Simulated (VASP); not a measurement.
# MoS₂: relaxed cell and band gap, by functional

MoS₂, R3m (no. 160), 3 atoms in the cell.

| Functional | Volume (Å³/atom) | Change from the starting volume (fraction) | Gap, path and mesh (eV) | Time (s) |
|---|---|---|---|---|
| LDA | 16.91 | -0.046 | 0.73 | 1836 |
| LDA (VWN5) | 16.87 | -0.048 | 0.73 | 1840 |
| LDA (Hedin-Lundqvist) | 16.93 | -0.045 | 0.72 | 1861 |
| LDA (Wigner) | 17.56 | -0.009 | 0.78 | 1728 |

## Input of the first row

INCAR.step1:
```
SYSTEM = MoS2
  PREC = Accurate
  ENCUT = 600
  EDIFF = 1E-7
  ISMEAR = 0
  SIGMA = 0.02
  LREAL = .FALSE.
  LASPH = .TRUE.
  GGA_COMPAT = .FALSE.
  ALGO = Normal
  NELM = 150
  ISIF = 3
  LWAVE = .FALSE.
  LCHARG = .FALSE.
  GGA = CA
  IBRION = 2
  EDIFFG = -0.005
  NSW = 60
  KPAR = 2
```

INCAR.step2, as INCAR.step1 but for:
```
- NSW = 60
+ NSW = 40
```

INCAR.step3, as INCAR.step2 but for:
```
- ISIF = 3
- IBRION = 2
- EDIFFG = -0.005
- NSW = 40
+ ISIF = 2
+ NBANDS = 20
```

KPOINTS:
```
k-points
0
Gamma
  8 8 8
```

KPOINTS_OPT:
```
path GLB1,BZGX,QFP1Z,LP
8
line-mode
reciprocal
 0.0000000000  0.0000000000  0.0000000000  G
 0.5000000000  0.0000000000  0.0000000000  L

 0.5000000000  0.0000000000  0.0000000000  L
 0.5000000000  0.1813340090 -0.1813340090  B1

 0.8186659910  0.5000000000  0.1813340090  B
 0.5000000000  0.5000000000  0.5000000000  Z

 0.5000000000  0.5000000000  0.5000000000  Z
 0.0000000000  0.0000000000  0.0000000000  G

 0.0000000000  0.0000000000  0.0000000000  G
 0.3406670045  0.0000000000 -0.3406670045  X

 0.6593329955  0.3406670045  0.0000000000  Q
 0.5000000000  0.5000000000  0.0000000000  F

 0.5000000000  0.5000000000  0.0000000000  F
 0.6593329955  0.6593329955  0.1813340090  P1

 0.6593329955  0.6593329955  0.1813340090  P1
 0.5000000000  0.5000000000  0.5000000000  Z

 0.5000000000  0.0000000000  0.0000000000  L
 0.8186659910  0.3406670045  0.3406670045  P
```

POSCAR.step1:
```
MoS2
1.0
    1.5800000000      0.9122134253      6.1500000000
   -1.5800000000      0.9122134253      6.1500000000
    0.0000000000     -1.8244268506      6.1500000000
Mo S
1 2
Direct
    0.0000000000      0.0000000000      0.0000000000
    0.4170000000      0.4170000000      0.4170000000
    0.2500000000      0.2500000000      0.2500000000
```

Commands (each step's output is kept before the next begins):
```
cat potpaw_LDA.64/Mo_sv/POTCAR potpaw_LDA.64/S/POTCAR > POTCAR
cp INCAR.step1 INCAR
cp POSCAR.step1 POSCAR
mpirun -np 2 vasp_std > vasp.out
cp CONTCAR POSCAR
rm WAVECAR CHG
cp INCAR.step2 INCAR
mpirun -np 2 vasp_std > vasp.out
cp CONTCAR POSCAR
rm WAVECAR CHG
cp INCAR.step3 INCAR
mpirun -np 2 vasp_std > vasp.out
```

Changes of the last row against the first:
```
(all steps)
- GGA = CA
+ GGA = WI
```

VASP 6.6.1 took 1836 s on 2 cores (AMD EPYC 7R43 (Zen 3)), a shared host.
